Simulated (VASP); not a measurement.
# PtSe (F-43m) in VASP: further runs, part 3 of 3

VASP 6.6.1. Earlier steps stand in the parts before.

## Step 5: Electric field gradients, PBE

Input file INCAR:

```
SYSTEM = PtSe
PREC = Accurate
ENCUT = 520
EDIFF = 1E-8
ISMEAR = 0
SIGMA = 0.02
LREAL = .False.
LASPH = .True.
NELM = 60
ALGO = Normal
ISIF = 2
LWAVE = .False.
LCHARG = .False.
GGA = PE
LEFG = .True.
```

Input file KPOINTS:

```
regular mesh
0
Gamma
  8 8 8
  0 0 0
```

Input file POSCAR:

```
PtSe
1.0
    0.0000000000      3.0374472300      3.0374472300
    3.0374472300      0.0000000000      3.0374472300
    3.0374472300      3.0374472300      0.0000000000
Pt Se
1 1
Direct
    0.0000000000      0.0000000000      0.0000000000
    0.2500000000      0.2500000000      0.2500000000
```

Potentials or basis: VASP PAW PBE potentials, release 64 (Pt, Se).

The run is started by

```console
> cat potpaw_PBE.64/Pt/POTCAR potpaw_PBE.64/Se/POTCAR > POTCAR
> mpirun -np 1 vasp_std > vasp.out
```

OUTCAR:

```text
SYSTEM = PtSe
   PREC = Accurate
   ENCUT = 520
   EDIFF = 1E-8
   ISMEAR = 0
   LREAL = .False.
   LASPH = .True.
   NELM = 60
   ISIF = 2
   GGA = PE

 ion  position               nearest neighbor table
   1  0.000  0.000  0.000-   2 2.63   2 2.63   2 2.63   2 2.63
   2  0.250  0.250  0.250-   1 2.63   1 2.63   1 2.63   1 2.63

  LATTYP: Found a face centered cubic cell.
 ALAT       =     6.0748944600

  Lattice vectors:

 A1 = (   0.0000000000,   3.0374472300,   3.0374472300)
 A2 = (   3.0374472300,   0.0000000000,   3.0374472300)
 A3 = (   3.0374472300,   3.0374472300,   0.0000000000)

Analysis of symmetry for initial positions (statically):
=====================================================================
 Subroutine PRICEL returns:
 Original cell was already a primitive cell.

 Routine SETGRP: Setting up the symmetry group for a
 face centered cubic supercell.

 Subroutine GETGRP returns: Found 24 space group operations
 (whereof 24 operations were pure point group operations)
 out of a pool of 48 trial point group operations.

The static configuration has the point symmetry T_d .

Analysis of symmetry for dynamics (positions and initial velocities):
=====================================================================
 Subroutine PRICEL returns:
 Original cell was already a primitive cell.

 Routine SETGRP: Setting up the symmetry group for a
 face centered cubic supercell.

 Subroutine GETGRP returns: Found 24 space group operations
 (whereof 24 operations were pure point group operations)
 out of a pool of 48 trial point group operations.

The dynamic configuration has the point symmetry T_d .

 Subroutine INISYM returns: Found 24 space group operations
 (whereof 24 operations are pure point group operations),
 and found     1 'primitive' translations

----------------------------------------------------------------------------------------

                                     Primitive cell

  volume of cell :      56.0475

  direct lattice vectors                    reciprocal lattice vectors
     0.000000000  3.037447230  3.037447230    -0.164611913  0.164611913  0.164611913
     3.037447230  0.000000000  3.037447230     0.164611913 -0.164611913  0.164611913
     3.037447230  3.037447230  0.000000000     0.164611913  0.164611913 -0.164611913

  length of vectors
     4.295599068  4.295599068  4.295599068     0.285116197  0.285116197  0.285116197

  position of ions in fractional coordinates (direct lattice)
     0.000000000  0.000000000  0.000000000
     0.250000000  0.250000000  0.250000000

  ion indices of the primitive-cell ions
   primitive index   ion index
                 1           1
                 2           2

----------------------------------------------------------------------------------------

 KPOINTS: regular mesh

Automatic generation of k-mesh.
 Grid dimensions read from file:
 generate k-points for:    8    8    8

 Generating k-lattice:

  Cartesian coordinates                     Fractional coordinates (reciprocal lattice)
[... 79 lines left out ...]
     AMIX     =   0.40;   BMIX     =  1.00
     AMIX_MAG =   1.60;   BMIX_MAG =  1.00
  volume/ion in A,a.u.               =      28.02       189.11
  Fermi-wavevector in a.u.,A,eV,Ry     =   1.077944  2.037018 15.809462  1.161963
  Thomas-Fermi vector in A             =   2.213869
   LORBIT       =      0    0 simple, 1 ext, 2 COOP (PROOUT), +10 PAW based schemes
   GGA     = PE    functional components
   LHFCALC =     F    Hartree Fock is set to
   AEXX    =    0.0000 exact exchange contribution
   IVDW    =     0    specifies the selected vdW correction
   LEPSILON=     F    determine dielectric tensor
   LRPA    =     F    only Hartree local field effects (RPA)
 non-spin polarized calculation
 Gauss-broadening in eV      SIGMA  =   0.02
  energy-cutoff  :      520.00
  volume of cell :       56.05
 maximum number of plane-waves:      1540
   NGX = 15   NGY = 15   NGZ = 15

 number of electron      16.0000002 magnetization

 Free energy of the ion-electron system (eV)
  ---------------------------------------------------
  ext. energy  EPLUGINS =         0.00000000
  ---------------------------------------------------
  free energy    TOTEN  =        -9.12257878 eV

  energy without entropy =       -9.12163207  energy(sigma->0) =       -9.12210542

 E-fermi :   2.9654     XC(G=0):  -9.1307

 val. band max:        2.9515860298   @ k =   0.3750   0.2500   0.1250
 cond. band min:       2.9704315543   @ k =  -0.3750   0.1250   0.0000
 fundamental gap:      0.0188455244
 Fermi energy:         2.9654234022

 k-point     1 :       0.0000    0.0000    0.0000
  band No.  band energies     occupation
      1     -10.6233      2.00000
      2      -1.3408      2.00000
      3      -1.3408      2.00000
      4      -1.3408      2.00000
      5       0.8797      2.00000
      6       0.8797      2.00000
      7       3.3239      0.00000
      8       4.6701      0.00000
      9       4.6701      0.00000
     10       4.6701      0.00000
     11       9.5715      0.00000
     12       9.5715      0.00000
[... 331 lines left out ...]
 k-point    24 :      -0.3750    0.2500    0.1250
  band No.  band energies     occupation
      1     -10.1235      2.00000
      2      -1.7178      2.00000
      3      -1.2089      2.00000
      4      -0.8646      2.00000
      5       0.7647      2.00000
      6       0.9590      2.00000
      7       1.3078      2.00000
      8       2.4524      2.00000
      9       3.1148      0.00000
     10       6.8163      0.00000
     11       9.3401      0.00000
     12      10.1225      0.00000

 [... further k-points ...]

------------------------ aborting loop because EDIFF is reached ----------------------------------------

  FORCE on cell =-STRESS in cart. coord.  units (eV):
  Direction    XX          YY          ZZ          XY          YZ          ZX
  --------------------------------------------------------------------------------------
  -------------------------------------------------------------------------------------
  Total       -3.9158620     -3.9158620     -3.9158620      0.0000000      0.0000000      0.0000000
  in kB     -111.9390813   -111.9390813   -111.9390813      0.0000000      0.0000000      0.0000000
  external PRESSURE =    -111.9390813 kB  Pullay stress =       0.0000000 kB

 VOLUME and BASIS-vectors are now :
 -----------------------------------------------------------------------------
  energy-cutoff  :      520.00
  volume of cell :       56.05
      direct lattice vectors                 reciprocal lattice vectors
     0.000000000  3.037447230  3.037447230    -0.164611913  0.164611913  0.164611913
     3.037447230  0.000000000  3.037447230     0.164611913 -0.164611913  0.164611913
     3.037447230  3.037447230  0.000000000     0.164611913  0.164611913 -0.164611913

 POSITION                                       TOTAL-FORCE (eV/Angst)
 -----------------------------------------------------------------------------------
      0.00000      0.00000      0.00000        -0.000000     -0.000000     -0.000000
      1.51872      1.51872      1.51872         0.000000      0.000000      0.000000
 -----------------------------------------------------------------------------------
    total drift:                               -0.000000     -0.000000     -0.000000

  FREE ENERGIE OF THE ION-ELECTRON SYSTEM (eV)
  ---------------------------------------------------
  free  energy   TOTEN  =        -9.1225787804 eV

  energy  without entropy=       -9.1216320692  energy(sigma->0) =       -9.12210542

 Electric field gradients (V/A^2)
---------------------------------------------------------------------
 ion       V_xx      V_yy      V_zz      V_xy      V_xz      V_yz
---------------------------------------------------------------------
   1       0.000     0.000     0.000    -0.000    -0.000    -0.000
   2       0.000     0.000    -0.000     0.000     0.000     0.000
---------------------------------------------------------------------

 Electric field gradients after diagonalization (V/A^2)
 (convention: |V_zz| > |V_xx| > |V_yy|)
----------------------------------------------------------------------
 ion       V_xx      V_yy      V_zz     asymmetry (V_yy - V_xx)/ V_zz
----------------------------------------------------------------------
   1       0.000     0.000    -0.000       0.000
   2      -0.000    -0.000     0.000       0.000
----------------------------------------------------------------------

           NMR quadrupolar parameters

 Cq : quadrupolar parameter    Cq=e*Q*V_zz/h
 eta: asymmetry parameters     (V_yy - V_xx)/ V_zz
 Q  : nuclear electric quadrupole moment in mb (millibarn)
----------------------------------------------------------------------
 ion       Cq(MHz)       eta       Q (mb)
----------------------------------------------------------------------
   1      -0.000       0.000       1.000
   2       0.000       0.000       1.000
----------------------------------------------------------------------
```

OSZICAR:

```text
N       E                     dE             d eps       ncg     rms          rms(c)
DAV:   1     0.759851660897E+02    0.75985E+02   -0.70017E+03   720   0.113E+03
DAV:   2    -0.582045999635E+01   -0.81806E+02   -0.74819E+02   812   0.207E+02
DAV:   3    -0.928206083907E+01   -0.34616E+01   -0.33984E+01   836   0.443E+01
DAV:   4    -0.932000312759E+01   -0.37942E-01   -0.37684E-01   784   0.528E+00
DAV:   5    -0.932064963573E+01   -0.64651E-03   -0.64611E-03   868   0.662E-01    0.641E+00
DAV:   6    -0.915718291020E+01    0.16347E+00   -0.10784E+00   696   0.941E+00    0.411E+00
DAV:   7    -0.912781496655E+01    0.29368E-01   -0.10359E-01   736   0.322E+00    0.239E+00
DAV:   8    -0.912306717834E+01    0.47478E-02   -0.27971E-02   732   0.140E+00    0.303E-01
DAV:   9    -0.912257791258E+01    0.48927E-03   -0.20467E-03   772   0.320E-01    0.129E-01
DAV:  10    -0.912256241171E+01    0.15501E-04   -0.46942E-04   816   0.190E-01    0.217E-02
DAV:  11    -0.912257640649E+01   -0.13995E-04   -0.14195E-05   796   0.348E-02    0.572E-03
DAV:  12    -0.912257851604E+01   -0.21095E-05   -0.55079E-06   788   0.172E-02    0.210E-03
DAV:  13    -0.912257877517E+01   -0.25914E-06   -0.40735E-07   824   0.500E-03    0.600E-04
DAV:  14    -0.912257878039E+01   -0.52130E-08   -0.37932E-08   784   0.140E-03
   1 F= -.91225788E+01 E0= -.91221054E+01  d E =-.946711E-03
```

It took 19 s on 1 thread of Intel Xeon Platinum 8488C (Sapphire Rapids), shared host; peak memory 0.18 GiB.

Results:

- Free energy: -9.1226 eV
- Pressure: -11.2 GPa
- Band gap on the k mesh: none (metal or under the smearing width)

Levels at points of the mesh, in eV from the Fermi level:
```tsv
k point	band 6	band 7	band 8	band 9	band 10	band 11
(0.00, 0.00, 0.00)	-2.09	0.36	1.70	1.70	1.70	6.61
(0.50, 0.00, 0.00)	-1.98	-1.84	0.54	0.54	2.46	7.50
(0.50, 0.50, 0.00)	-1.84	-1.82	-0.88	-0.88	4.28	4.50
```

Electric field gradients, principal values (V/Å²):
| atom | Vxx | Vyy | Vzz |
| --- | --- | --- | --- |
| 1 Pt | 0.000 | 0.000 | 0.000 |
| 2 Se | 0.000 | 0.000 | 0.000 |

## Step 6: For comparison

An earlier run on the cell as given: functional PBE; potentials or basis VASP PAW PBE potentials, release 64 (Pt, Se); cutoff 520 eV; k mesh 8 × 8 × 8; occupations fermi-dirac, width 0.05 eV; no spin polarisation.

* Pressure: -11.1 GPa
* Band gap on the k mesh: none (metal or under the smearing width)

## Step 7: Overview

| task | level | spin | U | k mesh | smearing | k mesh for the DOS | occupations for the DOS | gap on the mesh (eV) | pressure (GPa) |
| --- | --- | --- | --- | --- | --- | --- | --- | --- | --- |
| single point | PBE+U | non-collinear, random start | Pt d U = 2 eV | 5 × 5 × 5 | gaussian 0.05 eV | - | - | none | -11.3 |
| optical spectrum | PBE | off | - | 8 × 8 × 8 | gaussian 0.02 eV | - | - | none | -11.2 |
| density of states | PBE | off | - | 8 × 8 × 8 | gaussian 0.02 eV | 12 × 12 × 12 | tetrahedron | - | - |
| electric field gradients | PBE | off | - | 8 × 8 × 8 | gaussian 0.02 eV | - | - | none | -11.2 |
| single point | PBE | off | - | 8 × 8 × 8 | fermi-dirac 0.05 eV | - | - | none | -11.1 |

Alike in all rows: potentials or basis VASP PAW PBE potentials, release 64 (Pt, Se); cell as given; cutoff (eV) 520.

Every run on the cell as given and a fine mesh finds a metal.

Caveats: spectra need much finer meshes, so this one isn't converged (some runs); independent-particle spectra lack excitons (some runs); the intraband (Drude) part of a metal's response may be missing (some runs).

Absolute energies hang on the potentials; compare differences alone.
